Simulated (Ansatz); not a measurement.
# SnTe (F-43m) in Ansatz: notebook

One crystal, SnTe, is run at these levels: BLYP, r2SCAN; tasks: relaxation of cell and atoms.

All numbers are computed with Ansatz 0.2.0; they aren't measurements. Logs are shortened: lines on timing, memory, paths and dates and some standing lists are left out, and cuts for length are marked.

**1. The structure**

Symmetry: F-43m, No. 216, cubic system. Conventional cell: a = 7.222 Å, b = 7.222 Å, c = 7.222 Å, α = 90.00°, β = 90.00°, γ = 90.00°. Around Te (site symmetry -43m) lie 4 Sn at 3.13 Å. Sn (site symmetry -43m) is surrounded by 4 Te at 3.13 Å.

Measurements of this composition are mostly on another form, of space group No. 225.

**2. Relaxation of cell and atoms, BLYP**

input.yaml reads:

```yaml
crystal:
  lattice:
    - [0.0, 3.611146, 3.611146]
    - [3.611146, 0.0, 3.611146]
    - [3.611146, 3.611146, 0.0]
  atoms:
    - { symbol: Te, position: [0.25, 0.25, 0.25] }
    - { symbol: Sn, position: [0.0, 0.0, 0.0] }
hamiltonian:
  xc: blyp
  pseudopotentials: { kind: paw }
kpoints:
  mp_grid: { grid: [7, 7, 7] }
scf:
  occupations: { method: fermi_dirac, width: 0.05 }
output:
  forces: true
  stress: true
  eigenvalues: true
relax:
  f_tol: 0.01
  max_steps: 40
  cell: { stress_tol: 0.05 }
```

Potentials or basis: Ansatz PAW.

On the command line:

```bash
$ ansatz run input.yaml --threads 2 --pin off --max-ram 5632MiB --backend cpu --events-out ev --progress --plain --runs-dir out
```

The log of the run:

```text
Warning: RAYON_NUM_THREADS=2 ignored (pool sized by the plan → 2); use --threads N
Engine: ansatz 0.2.0, aarch64-unknown-linux-gnu
Pseudopotentials: kind: paw
Pseudopotential: Te, paw, valence charge 16, recommended cutoff 420 eV (normal), Te.paw.azcp
Pseudopotential: Sn, paw, valence charge 14, recommended cutoff 420 eV (normal), Sn.paw.azcp
Functional definition: BLYP
  parameter beta = 0.0042
  parameter a = 0.04918
  parameter b = 0.132
  parameter c = 0.2533
  parameter d = 0.349
  exchange = b88_x(beta = beta)
  correlation = lyp_c(a = a, b = b, c = c, d = d)
Crystal: 2 atoms, lattice volume = 94.181 Å³
Basis set: ecut = 420 eV, 1837 PW (Γ), exchange–correlation on 72×72×72 points (8 copies of the dense FFT grid, shifted against one another)
Bands: 19, of which v1, the nominal top of the filled ones, is band 15 counted from 1 (14 counted from 0)
Symmetry: 24 space group operations
Space group: F-43m (ITA 216), of the structure as read, at distance tolerance 4.5e-5 Å
k-points: 20 of 343 (time reversal used)
Non-local potential: Te, projectors of the file, l = 0: 2, l = 1: 2, l = 2: 2, l = 3: 2
Non-local potential: Sn, projectors of the file, l = 0: 2, l = 1: 2, l = 2: 2, l = 3: 2
PAW form: soft (Blöchl's): semilocal exchange-correlation on the pseudo side does not see the compensation charge
PAW frozen core: Te, regenerated for the run's functional, and the local potential with it (the file was generated under x = pbe(κ = 0.804, μ = 0.2195149727645171), c = pbe(β = 0.06672455060314922))
PAW frozen core: Sn, regenerated for the run's functional, and the local potential with it (the file was generated under x = pbe(κ = 0.804, μ = 0.2195149727645171), c = pbe(β = 0.06672455060314922))
PAW one-centre angular grid: Te, 590 points (default); XC on 64 Gauss nodes
PAW one-centre angular grid: Sn, 590 points (default); XC on 64 Gauss nodes
Initial density: superposition of atomic densities (neutral atoms: chi_scale 0, normalization atom), corrected by the library's trained network
Initial wavefunctions: pseudopotential atomic-orbital guess
Functional: x = b88, c = lyp
SCF iter   1: F=—  HF=-13038.182148 eV  |F-HF|=—  |Δ(HF+E_count)|=         —  Δρ=5.24e-3  dr2=4.82e-2  ethr=1.77e-3  ⟨swp⟩=6.4  Hψ=1985  notcnv=0
preconditioner: auto → none  [insulator: Δε(μ)=0.476 eV  Ē_g=7.875 eV  σ=0.050 eV  W_gap=0.98  n_scr=14 (ndim 8)  ℏωp=12.1 eV  f_vac=0.195  D(μ)=0.03/eV (n_scr^D=0)  ε∞_Penn≈3.4]
SCF iter   2: F=—  HF=-13038.170200 eV  |F-HF|=—  |Δ(HF+E_count)|=   1.19e-2  Δρ=2.23e-3  dr2=9.28e-3  ethr=1.61e-4  ⟨swp⟩=3.0  Hψ=782  notcnv=0
SCF iter   3: F=—  HF=-13038.167369 eV  |F-HF|=—  |Δ(HF+E_count)|=   2.83e-3  Δρ=1.18e-3  dr2=1.02e-3  ethr=3.09e-5  ⟨swp⟩=2.3  Hψ=603  notcnv=0
SCF iter   4: F=—  HF=-13038.167206 eV  |F-HF|=—  |Δ(HF+E_count)|=   1.63e-4  Δρ=1.81e-4  dr2=3.89e-5  ethr=3.39e-6  ⟨swp⟩=2.9  Hψ=671  notcnv=0
[... 36 lines left out ...]
SCF iter   4: F=—  HF=-13038.195356 eV  |F-HF|=—  |Δ(HF+E_count)|=   2.97e-5  Δρ=8.70e-6  dr2=2.30e-8  ethr=4.09e-10  ⟨swp⟩=2.0  Hψ=482  notcnv=0
SCF iter   5: F=—  HF=-13038.195362 eV  |F-HF|=—  |Δ(HF+E_count)|=   5.80e-6  Δρ=2.86e-6  dr2=2.09e-9  ethr=7.67e-11  ⟨swp⟩=2.0  Hψ=466  notcnv=0
SCF iter   6: F=—  HF=-13038.195363 eV  |F-HF|=—  |Δ(HF+E_count)|=   7.14e-7  Δρ=3.80e-7  dr2=3.35e-11  ethr=6.96e-12  ⟨swp⟩=2.0  Hψ=482  notcnv=0
SCF iter   7: F=-13038.195363 eV  HF=-13038.195363 eV  |F-HF|=2.84e-10  |Δ(HF+E_count)|=   1.21e-8  Δρ=7.03e-8  dr2=4.29e-12  ethr=1.00e-12  ⟨swp⟩=6.8  Hψ=1681  notcnv=0
SCF 4 converged in 7 iterations: F = -13038.195363 eV  dr2 = 4.29e-12
relax step   4: F+E_penalty+E_count = -13038.19536278 eV  Δ(F+E_penalty+E_count) = -5.891e-4 eV  max|allowed force component| = 2.602e-16 eV/Å  Δτ_max = 0.0000 Å  P = +0.004 GPa  Ω = 100.305 Å³  stress off target by 3.92e-3 GPa  SCF on the basis re-selected at this cell (its energy is not comparable with the rows above)  (7 SCF iters)
basis re-selected at this cell: Δ(F+E_penalty+E_count) = -5.891e-4 eV, ΔP = -0.001 GPa vs the last step (what re-selecting the basis moved, of the pressure what is left beyond the Pulay correction that the steps carried, after the strain that the cell walked since its last selection, with what the two solves' SCF thresholds leave and, on support functions, any second-order correction that the steps lacked; it is no measure of the basis error at this ecutwfc). This SCF's stress stands 3.92e-3 GPa from its target on what of the cell is left free (relax.cell.stress_tol is 5.00e-2 GPa) and its largest allowed force component is 2.60e-16 eV/Å (relax.f_tol is 1.00e-2 eV/Å): within both
SCF converged after 7 iterations
Free energy (F): -13038.195363 eV
Harris-Foulkes:  -13038.195363 eV  (|F-HF|=2.84e-10)
Internal energy: -13038.195050 eV  (E = F + TS)
E sigma→0 (E₀):  -13038.195207 eV
Entropy (-TS):   -0.000312 eV (-0.156 meV/atom)
Fermi energy:    4.729175 eV
--- Per-component energies (eV) ---
  E_band       = -488.590439
  E_kinetic    = 365.009836
  E_local      = -3108.223057  (includes V_loc(G=0)·N_el)
  E_nonlocal   = -345.938087
  E_hartree    = 1759.055740
  E_xc         = -502.410986
  E_vxc        = -194.776096  (∫ρ·V_xc dr)
  E_paw        = -8831.842648  (= ΣΔE_a)
  E_vpaw       = -722.774371  (= ΣTr[D̂ρ^β])
  E_aug_tail   = -0.000216  (compensation charges beyond the density's cutoff)
  E_ewald      = -2373.691759
  E_core_change = -0.153874  (= ΣΔE_core)
  E_smearing   = -0.000312  (= −TS)
  E_closure    = 0.000000  (closes the sum)
  Σ components = -13038.195363   (vs F -13038.195363, Δ=0.00e0)
--- Forces (eV/Å), atoms counted from 1 ---
  atom   1  Te     0.00000000    -0.00000000    -0.00000000
  atom   2  Sn    -0.00000000     0.00000000    -0.00000000
  max |Σ_I F_I| component: 4.05e-16 eV/Å
--- Stress (GPa, compression-positive) ---
        0.003923      -0.000000      -0.000000
       -0.000000       0.003923       0.000000
       -0.000000       0.000000       0.003923
  P = ⅓ Tr σ = 0.0039 GPa (0.039 kbar)
--- Band table (eV; the first three rows and the last of 20) ---
  k-point 0: bands = ["-31.6962", "-31.6962", "-31.6962", "-31.6939", "-31.6939", "-17.1077", "-17.1077", "-17.1077", "-17.1009", "-17.1009", "-6.5583", "-0.8031", "2.9508", "2.9508", "2.9508", "5.7341", "5.7341", "5.7341", "8.9552"]
  k-point 1: bands = ["-31.6962", "-31.6962", "-31.6962", "-31.6939", "-31.6939", "-17.1078", "-17.1075", "-17.1075", "-17.1009", "-17.1009", "-6.4845", "-1.1051", "2.8376", "2.8376", "2.9820", "5.8958", "5.9222", "5.9222", "9.5061"]
  k-point 2: bands = ["-31.6962", "-31.6962", "-31.6962", "-31.6939", "-31.6939", "-17.1082", "-17.1071", "-17.1071", "-17.1008", "-17.1008", "-6.3006", "-1.7159", "2.6245", "2.6245", "2.8924", "6.2692", "6.2692", "6.6227", "10.2578"]
  k-point 19: bands = ["-31.6962", "-31.6961", "-31.6961", "-31.6939", "-31.6939", "-17.1092", "-17.1064", "-17.1058", "-17.1011", "-17.1006", "-5.9327", "-2.5259", "1.5420", "1.8998", "4.4409", "5.9921", "7.0827", "7.7235", "9.8164"]
--- Relaxed structure (3 steps of the walk, 3 accepted, 1 SCFs on fresh bases) ---
  F+E_penalty+E_count = -13038.19536278 eV   max|allowed force component| = 2.602e-16 eV/Å   (the final SCF, on the basis selected at the relaxed cell)
  cell:  # Å, volume = 100.3049 Å³
    - [-5.987062138652319e-34, 3.6877721587019514, 3.6877721587019514]
    - [3.6877721587019514, -5.23549476380022e-33, 3.6877721587019514]
    - [3.6877721587019514, 3.6877721587019514, -6.573029922435312e-33]
  atoms:
    - { symbol: Te, position: [0.25, 0.25, 0.25] }
    - { symbol: Sn, position: [1.928874277639426e-33, -2.1777612812058034e-33, -2.6577576452266743e-33] }
```

Run time: 7.7 s. Hardware: 2 threads of Arm Neoverse V2, shared host; peak memory 0.39 GiB.

What came out:

* Free energy: -13038.1954 eV
* Relaxed volume: 50.15 Å³/atom
* Relaxed cell: a = 5.215 Å, b = 5.215 Å, c = 5.215 Å, α = 60.00°, β = 60.00°, γ = 60.00°
* Space group after relaxing (to 0.05 Å): F-43m (No. 216)
* Energy gained by relaxing: 14.1 meV/atom
* Ionic steps: 4
* Pressure after relaxing: 0.0 GPa
* Band gap on the k mesh: 0.50 eV, indirect (least direct gap 0.90 eV)

The path:
| step | energy change (eV) | largest force (eV/Å) | volume (Å³) |
| --- | --- | --- | --- |
| 1 | 0.0000 | 0.0000 | 94.18 |
| 2 | -0.0275 | 0.0000 | 100.07 |
| 3 | -0.0276 | 0.0000 | 100.30 |
| 4 | -0.0282 | 0.0000 | 100.30 |

Final structure:
```
CELL_PARAMETERS angstrom
0.00000 3.68777 3.68777
3.68777 0.00000 3.68777
3.68777 3.68777 0.00000
ATOMIC_POSITIONS crystal
Te 0.25000 0.25000 0.25000
Sn 0.00000 0.00000 0.00000
```

Levels at points of the mesh, in eV from the valence-band top:
```tsv
k point	band 11	band 12	band 13	band 14	band 15	band 16	band 17	band 18	band 19
(0.00, 0.00, 0.00)	-11.00	-5.24	-1.49	-1.49	-1.49	1.29	1.29	1.29	4.51
```

Caveat: odd divisions of the mesh miss points on the zone boundary, where band edges often lie, so the gap on the mesh can be too wide; the plane-wave basis is chosen anew once the cell has moved, so the energies of steps on either side of that aren't comparable; spin-orbit coupling is left out, which moves the levels of the heavy elements; the PAW data sets come from PBE, with cores solved anew for the run's functional, which leaves a small shift of forces and pressure.

**3. Relaxation of cell and atoms, r2SCAN**

Changes to input.yaml since step 2:

```diff
@@ -9,3 +9,3 @@
 hamiltonian:
-  xc: blyp
+  xc: r2scan
   pseudopotentials: { kind: paw }
@@ -19,2 +19,6 @@
   eigenvalues: true
+  write_density: true
+  write_potential: true
+  elf: true
+  volumetric_format: npy
 relax:
```

Potentials or basis: Ansatz PAW.

On the command line:

```bash
$ ansatz run input.yaml --threads 2 --pin off --max-ram 5632MiB --backend cpu --events-out ev --progress --plain --runs-dir out
```

It took 13 s on 2 threads of Arm Neoverse V2, shared host; peak memory 0.6 GiB.

It converged, with:

```yaml
Free_energy: -13033.3659 eV
Relaxed_volume: 46.01 Å³/atom
Relaxed_cell: a = 5.068 Å, b = 5.068 Å, c = 5.068 Å, α = 60.00°, β = 60.00°, γ = 60.00°
Space_group_after_relaxing_to_0.05_Å: F-43m (No. 216)
Energy_gained_by_relaxing: 2.0 meV/atom
Ionic_steps: 3
Pressure_after_relaxing: 0.0 GPa
Band_gap_on_the_k_mesh: 0.34 eV, indirect (least direct gap 0.90 eV)
```

The path:
| step | energy change (eV) | largest force (eV/Å) | volume (Å³) |
| --- | --- | --- | --- |
| 1 | 0.0000 | 0.0000 | 94.18 |
| 2 | -0.0041 | 0.0000 | 92.02 |
| 3 | -0.0040 | 0.0000 | 92.02 |

Final structure:
```
Te Sn
1.0
     0.00000    3.58334    3.58334
     3.58334    0.00000    3.58334
     3.58334    3.58334    0.00000
Te Sn
1 1
Direct
  0.25000 0.25000 0.25000
  0.00000 0.00000 0.00000
```

Levels at points of the mesh, in eV from the valence-band top:
```
           k point  band 13  band 14  band 15  band 16  band 17  band 18
(0.00, 0.00, 0.00)    -2.02    -2.02    -2.02     1.23     1.23     1.23
```

Caveat: odd divisions of the mesh miss points on the zone boundary, where band edges often lie, so the gap on the mesh can be too wide; the plane-wave basis is chosen anew once the cell has moved, so the energies of steps on either side of that aren't comparable; spin-orbit coupling is left out, which moves the levels of the heavy elements; the PAW data sets come from PBE, with cores solved anew for the run's functional, which leaves a small shift of forces and pressure.
